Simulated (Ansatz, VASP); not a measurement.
# TiC: VASP beside Ansatz, part 2 of 2

Wanted: the spread between two codes on one cell, functional and k mesh. The cell is generated by rule, not measured, and may not be a known phase. Of the first pair: The two relaxations start from unlike cells of this crystal (the structure described is Ansatz's start), so only their ends are compared.

VASP 6.6.1 and Ansatz 0.2.0.

So far: Starting point; Ansatz: relaxation of cell and atoms, PBE, pair 1; VASP: relaxation of cell and atoms, PBE, pair 1; Side by side.

## (5) Ansatz: relaxation of cell and atoms, PBE, pair 2

Level of this step: Ansatz beside VASP: Kohn-Sham DFT, plane waves, PBE (Ansatz).

The relaxed volume is the usual yardstick between codes: in a stiff, nearly cubic crystal its relative difference is about their pressure difference at one cell divided by the bulk modulus. Its start cell is another than that of the pair before, and may be another structure of the material.

The cell is taken from a series of runs on this material, whose earlier steps may have relaxed, scaled, displaced or heated it; both programs get it as it stands.

Input file input.yaml:

```yaml
crystal:
  lattice:
    - [3.6149856858, -3.1111e-06, 0.0]
    - [-1.8074901486, 3.1306709938, 0.0]
    - [0.0, 0.0, 4.2869351296]
  atoms:
    - { symbol: Ti, position: [0.3333333333, 0.6666666667, 0.25] }
    - { symbol: Ti, position: [0.6666666667, 0.3333333333, 0.75] }
    - { symbol: C, position: [0.6666666667, 0.3333333333, 0.25] }
    - { symbol: C, position: [0.3333333333, 0.6666666667, 0.75] }
kpoints:
  mp_grid: { grid: [15, 15, 12] }
hamiltonian:
  xc: pbe
scf:
  occupations: { method: methfessel_paxton, width: 0.2 }
output:
  forces: true
  stress: true
  eigenvalues: true
relax:
  adjacent_minimum: "off"
  f_tol: 0.001
  max_steps: 60
  cell: { stress_tol: 0.01 }
```

Started as:

```bash
ansatz run input.yaml --threads 4 --pin off --max-ram 7168MiB --backend cpu --events-out ev --progress --plain --runs-dir out
```

Numbers of over 12 decimals in the logs are rounded to 6 here.

The program printed:

```text
[...]
Crystal: 4 atoms, lattice volume = 48.517 Å³
Basis set: ecut = 420 eV, 939 PW (Γ), exchange–correlation on 50×50×60 points (8 copies of the dense FFT grid, shifted against one another)
Bands: 20, of which v1, the nominal top of the filled ones, is band 16 counted from 1 (15 counted from 0)
Symmetry: 24 space group operations
[...]
k-points: 189 of 2700
[...]
--- Relaxed structure (2 steps of the walk, 2 accepted, 1 SCFs on fresh bases) ---
[...]
cell:  # Å, volume = 48.5135 Å³
    - [3.614882, -3.111015747701736e-6, 0.0]
    - [-1.807438, 3.130581, 0.0]
    - [0.0, 0.0, 4.286903]
  atoms:
    - { symbol: Ti, position: [0.333333, 0.666667, 0.250000] }
    - { symbol: Ti, position: [0.666667, 0.333333, 0.750000] }
    - { symbol: C, position: [0.666667, 0.333333, 0.250000] }
    - { symbol: C, position: [0.333333, 0.666667, 0.750000] }
[key lines of the parts left out:]
SCF converged after 7 iterations
Free energy (F): -5503.561903 eV
Fermi energy:    11.558017 eV
P = ⅓ Tr σ = -0.0027 GPa (-0.027 kbar)
```

## (6) VASP: relaxation of cell and atoms, PBE, pair 2

The same cell, functional, mesh and smearing now go to VASP, with its own data sets.

Input file INCAR:

```
SYSTEM = TiC
PREC = Accurate
ENCUT = 600
EDIFF = 1E-07
NELM = 120
ISMEAR = 1
SIGMA = 0.2
LREAL = .FALSE.
ALGO = Normal
GGA = PE
NBANDS = 22
LASPH = .TRUE.
LORBIT = 11
LWAVE = .FALSE.
LCHARG = .FALSE.
ISIF = 3
IBRION = 2
NSW = 80
EDIFFG = -0.005
GGA_COMPAT = .FALSE.
NELMIN = 4
KPAR = 2
```

Input file POSCAR:

```
TiC
1.0
    3.6149860000     -0.0000030000      0.0000000000
   -1.8074900000      3.1306710000      0.0000000000
    0.0000000000      0.0000000000      4.2869350000
Ti C
2 2
Direct
    0.3333333334      0.6666666668      0.2500000000
    0.6666666668      0.3333333334      0.7500000000
    0.6666666668      0.3333333334      0.2500000000
    0.3333333334      0.6666666668      0.7500000000
```

Input file KPOINTS:

```
Automatic mesh
0
Gamma
15 15 12
0 0 0
```

The projector-augmented-wave data sets are Ti_sv and C (PBE family, release 64).

Started as:

```bash
mpirun -np 2 vasp_std
```

The program printed:

```text
[... set-up lines as in an earlier step ...]
 entering main loop
       N       E                     dE             d eps       ncg     rms          rms(c)
DAV:   1     0.383493802623E+03    0.38349E+03   -0.17827E+04  8324   0.190E+03
DAV:   2     0.697485120397E+01   -0.37652E+03   -0.36210E+03  8448   0.523E+02
DAV:   3    -0.449965588599E+02   -0.51971E+02   -0.50069E+02 14772   0.158E+02
DAV:   4    -0.482796465784E+02   -0.32831E+01   -0.32763E+01 11474   0.395E+01
[...]
DAV:  16    -0.364386403835E+02   -0.19669E-06   -0.58792E-07  9830   0.666E-03    0.128E-03
DAV:  17    -0.364386404933E+02   -0.10976E-06   -0.75023E-08  7218   0.282E-03    0.362E-04
DAV:  18    -0.364386404770E+02    0.16293E-07   -0.20397E-08  7044   0.165E-03
   1 F= -.36438640E+02 E0= -.36439108E+02  d E =-.364386E+02
[...]
N       E                     dE             d eps       ncg     rms          rms(c)
DAV:   1    -0.364388763741E+02   -0.23588E-03   -0.65976E-03 11898   0.104E+00    0.143E-01
[...]
DAV:   8    -0.364386380872E+02   -0.24776E-07   -0.77986E-08  6638   0.191E-03
   2 F= -.36438638E+02 E0= -.36439105E+02  d E =0.238980E-05
 trial-energy change:    0.000002  1 .order    0.000001   -0.000027    0.000029
 step:   0.4467(harm=  0.4811)  dis= 0.00000  next Energy=   -36.438646 (dE=-0.598E-05)
[...]
N       E                     dE             d eps       ncg     rms          rms(c)
DAV:   1    -0.364387183309E+02   -0.80269E-04   -0.20211E-03 11690   0.575E-01    0.792E-02
DAV:   2    -0.364386550653E+02    0.63266E-04   -0.41088E-04 11786   0.216E-01    0.254E-02
DAV:   3    -0.364386440082E+02    0.11057E-04   -0.71977E-05 12928   0.517E-02    0.102E-02
DAV:   4    -0.364386438681E+02    0.14007E-06   -0.16765E-05 13142   0.335E-02    0.644E-03
DAV:   5    -0.364386462403E+02   -0.23722E-05   -0.48194E-06 10988   0.192E-02    0.210E-03
DAV:   6    -0.364386463196E+02   -0.79286E-07   -0.13446E-06 12790   0.978E-03    0.217E-03
DAV:   7    -0.364386464894E+02   -0.16979E-06   -0.31762E-07  9350   0.491E-03    0.336E-04
DAV:   8    -0.364386464812E+02    0.82332E-08   -0.21386E-08  4896   0.108E-03
   3 F= -.36438646E+02 E0= -.36439114E+02  d E =-.600416E-05
[...]
reached required accuracy - stopping structural energy minimisation
```

From OUTCAR (step 6):

```text
  Total       -0.0053142     -0.0053142      0.0032087     -0.0000000     -0.0000000      0.0000000
  in kB       -0.1754303     -0.1754303      0.1059240     -0.0000000     -0.0000000      0.0000000
  external PRESSURE =      -0.0816455 kB  Pullay stress =       0.0000000 kB

 POSITION                                       TOTAL-FORCE (eV/Angst)
 -----------------------------------------------------------------------------------
      0.00000      2.08723      1.07199         0.000000     -0.000000      0.000000
      1.80760      1.04361      3.21598        -0.000000      0.000000      0.000000
      1.80760      1.04361      1.07199        -0.000000     -0.000000      0.000000
      0.00000      2.08723      3.21598        -0.000000      0.000000      0.000000
 -----------------------------------------------------------------------------------
    total drift:                               -0.000000     -0.000001      0.000000

  FREE ENERGIE OF THE ION-ELECTRON SYSTEM (eV)
  ---------------------------------------------------
  free  energy   TOTEN  =       -36.4386464812 eV

  energy  without entropy=      -36.4400476487  energy(sigma->0) =      -36.43911354

[... 1 part as in an earlier step ...]

[... 3 further parts left out ...]
[key lines of the parts left out:]
E-fermi :   7.1200
```

## (7) Differences

Both answers:

| quantity | Ansatz | VASP | difference |
| --- | --- | --- | --- |
| volume (Å³) | 48.51 | 48.53 | -0.04 % |
| edge a after relaxation, in the typed setting (Å) | 3.615 | 3.615 | -0.01 % |
| edge c after relaxation, in the typed setting (Å) | 4.287 | 4.288 | -0.03 % |

## (8) Ansatz: relaxation of cell and atoms, PBE, pair 3

The relaxed volume is the usual yardstick between codes: in a stiff, nearly cubic crystal its relative difference is about their pressure difference at one cell divided by the bulk modulus.

The cell is taken from a series of runs on this material, whose earlier steps may have relaxed, scaled, displaced or heated it; both programs get it as it stands.

Input file input.yaml:

```yaml
crystal:
  lattice:
    - [3.6128591094, -3.1093e-06, 0.0]
    - [-1.806426862, 3.1288293237, 0.0]
    - [0.0, 0.0, 4.2910334053]
  atoms:
    - { symbol: Ti, position: [0.3333333333, 0.6666666667, 0.25] }
    - { symbol: Ti, position: [0.6666666667, 0.3333333333, 0.75] }
    - { symbol: C, position: [0.6666666667, 0.3333333333, 0.25] }
    - { symbol: C, position: [0.3333333333, 0.6666666667, 0.75] }
kpoints:
  mp_grid: { grid: [15, 15, 10] }
hamiltonian:
  xc: pbe
scf:
  occupations: { method: gaussian, width: 0.1 }
output:
  forces: true
  stress: true
  eigenvalues: true
  write_density: true
  write_potential: true
  elf: true
  volumetric_format: npy
relax:
  adjacent_minimum: "off"
  f_tol: 0.005
  max_steps: 80
  cell: { stress_tol: 0.05 }
```

Started as:

```bash
ansatz run input.yaml --threads 4 --pin off --max-ram 7168MiB --backend cpu --events-out ev --progress --plain --runs-dir out
```

The program printed:

```text
[...]
Crystal: 4 atoms, lattice volume = 48.506 Å³
Basis set: ecut = 420 eV, 939 PW (Γ), exchange–correlation on 50×50×60 points (8 copies of the dense FFT grid, shifted against one another)
Bands: 20, of which v1, the nominal top of the filled ones, is band 16 counted from 1 (15 counted from 0)
Symmetry: 24 space group operations
[...]
k-points: 162 of 2250
[...]
--- Relaxed structure (3 steps of the walk, 3 accepted, 1 SCFs on fresh bases) ---
[...]
cell:  # Å, volume = 48.5166 Å³
    - [3.614986, -3.111111233493102e-6, 0]
    - [-1.807490, 3.130671, 0]
    - [0, 0, 4.286935]
  atoms:
    - { symbol: Ti, position: [0.333333, 0.666667, 0.250000] }
    - { symbol: Ti, position: [0.666667, 0.333333, 0.750000] }
    - { symbol: C, position: [0.666667, 0.333333, 0.250000] }
    - { symbol: C, position: [0.333333, 0.666667, 0.750000] }
[key lines of the parts left out:]
SCF converged after 8 iterations
Free energy (F): -5503.563914 eV
Fermi energy:    11.538511 eV
P = ⅓ Tr σ = -0.0175 GPa (-0.175 kbar)
```

## (9) VASP: relaxation of cell and atoms, PBE, pair 3

The same cell, functional, mesh and smearing now go to VASP, with its own data sets.

INCAR, as its differences from that of step 6:

```diff
@@ -5,4 +5,4 @@
 NELM = 120
-ISMEAR = 1
-SIGMA = 0.2
+ISMEAR = 0
+SIGMA = 0.1
 LREAL = .FALSE.
```

Input file POSCAR:

```
TiC
1.0
    3.6128590000     -0.0000030000      0.0000000000
   -1.8064270000      3.1288290000      0.0000000000
    0.0000000000      0.0000000000      4.2910330000
Ti C
2 2
Direct
    0.3333332411      0.6666664822      0.2500000000
    0.6666665745      0.3333331488      0.7500000000
    0.6666665745      0.3333331488      0.2500000000
    0.3333332411      0.6666664822      0.7500000000
```

Input file KPOINTS:

```
Automatic mesh
0
Gamma
15 15 10
0 0 0
```

Started as:

```bash
mpirun -np 2 vasp_std
```

The program printed:

```text
[... set-up lines as in an earlier step ...]
 entering main loop
       N       E                     dE             d eps       ncg     rms          rms(c)
DAV:   1     0.384712860116E+03    0.38471E+03   -0.17883E+04  7144   0.190E+03
DAV:   2     0.629196184638E+01   -0.37842E+03   -0.36358E+03  7298   0.522E+02
DAV:   3    -0.450300650098E+02   -0.51322E+02   -0.49715E+02 12524   0.159E+02
DAV:   4    -0.482956097334E+02   -0.32655E+01   -0.32587E+01  9940   0.394E+01
[...]
DAV:  16    -0.364405876092E+02   -0.19398E-06   -0.67486E-07  8454   0.711E-03    0.149E-03
DAV:  17    -0.364405877142E+02   -0.10502E-06   -0.86462E-08  6114   0.298E-03    0.417E-04
DAV:  18    -0.364405877025E+02    0.11692E-07   -0.30980E-08  6060   0.195E-03
   1 F= -.36440588E+02 E0= -.36439499E+02  d E =-.364406E+02
[...]
N       E                     dE             d eps       ncg     rms          rms(c)
DAV:   1    -0.364412757672E+02   -0.68805E-03   -0.27737E-02  7506   0.200E+00    0.176E-01
[...]
DAV:   5    -0.364406494978E+02   -0.10160E-05   -0.12813E-05  9574   0.384E-02    0.539E-03
DAV:   6    -0.364406491395E+02    0.35833E-06   -0.31389E-06 11224   0.188E-02    0.394E-03
DAV:   7    -0.364406490917E+02    0.47762E-07   -0.62197E-07  8498   0.806E-03
   2 F= -.36440649E+02 E0= -.36439558E+02  d E =-.613892E-04
 trial-energy change:   -0.000061  1 .order   -0.000061   -0.000175    0.000054
 step:   0.7685(harm=  0.7656)  dis= 0.00000  next Energy=   -36.440655 (dE=-0.676E-04)
[...]
N       E                     dE             d eps       ncg     rms          rms(c)
DAV:   1    -0.364406889962E+02   -0.39857E-04   -0.14869E-03  7422   0.462E-01    0.409E-02
DAV:   2    -0.364406654062E+02    0.23590E-04   -0.11295E-04  8838   0.121E-01    0.208E-02
DAV:   3    -0.364406549440E+02    0.10462E-04   -0.16857E-05 10214   0.368E-02    0.555E-03
DAV:   4    -0.364406546249E+02    0.31902E-06   -0.34820E-06 11152   0.150E-02    0.352E-03
DAV:   5    -0.364406549850E+02   -0.36011E-06   -0.65113E-07  7732   0.874E-03    0.121E-03
DAV:   6    -0.364406549130E+02    0.72089E-07   -0.13104E-07  5122   0.442E-03
   3 F= -.36440655E+02 E0= -.36439564E+02  d E =-.672104E-04
[...]
reached required accuracy - stopping structural energy minimisation
```

Parts of OUTCAR (step 9):

```text
  Total       -0.0030860     -0.0030860     -0.0048653      0.0000000     -0.0000000     -0.0000000
  in kB       -0.1018736     -0.1018736     -0.1606128      0.0000000     -0.0000000     -0.0000000
  external PRESSURE =      -0.1214533 kB  Pullay stress =       0.0000000 kB

 POSITION                                       TOTAL-FORCE (eV/Angst)
 -----------------------------------------------------------------------------------
      0.00000      2.08719      1.07202         0.000000     -0.000000      0.000000
      1.80756      1.04359      3.21607        -0.000000      0.000000      0.000000
      1.80756      1.04359      1.07202        -0.000000      0.000000      0.000000
      0.00000      2.08719      3.21607         0.000000     -0.000000      0.000000
 -----------------------------------------------------------------------------------
    total drift:                               -0.000001      0.002303     -0.000053

  FREE ENERGIE OF THE ION-ELECTRON SYSTEM (eV)
  ---------------------------------------------------
  free  energy   TOTEN  =       -36.4406549130 eV

  energy  without entropy=      -36.4384739778  energy(sigma->0) =      -36.43956445

[... 1 part as in an earlier step ...]

[... 3 further parts left out ...]
[key lines of the parts left out:]
E-fermi :   7.1013
```

## (10) Side by side

Both answers:

| quantity | Ansatz | VASP | difference |
| --- | --- | --- | --- |
| volume (Å³) | 48.52 | 48.53 | -0.03 % |
| edge a after relaxation, in the typed setting (Å) | 3.615 | 3.615 | +0.00 % |
| edge c after relaxation, in the typed setting (Å) | 4.287 | 4.288 | -0.03 % |

## (11) Results

| Quantity | Value |
| --- | --- |
| difference in volume (relaxation of cell and atoms, PBE, pair 1) | -0.045 % |
| difference in volume (relaxation of cell and atoms, PBE, pair 2) | -0.042 % |
| difference in volume (relaxation of cell and atoms, PBE, pair 3) | -0.034 % |

In words: The difference in volume is -0.045 % (relaxation of cell and atoms, PBE, pair 1), within the 1.2 % picked in this series as the mark of a large difference, as far as the stopping tolerances let one tell. How closely two codes agree says nothing of how well the functional describes the real material.

[Lines on the potential files, build, host, timing and source positions are cut from VASP's logs without a mark.]

[Logs are printed without paths, hosts, clocks, repeated set-up lines and the standing remarks that a program may print on its own settings, such as how far it seeks lower states.]

[Hosts, paths, dates, database ids (printed as entryN), source tags and the programs' standing remarks are cut or masked in the printed files.]
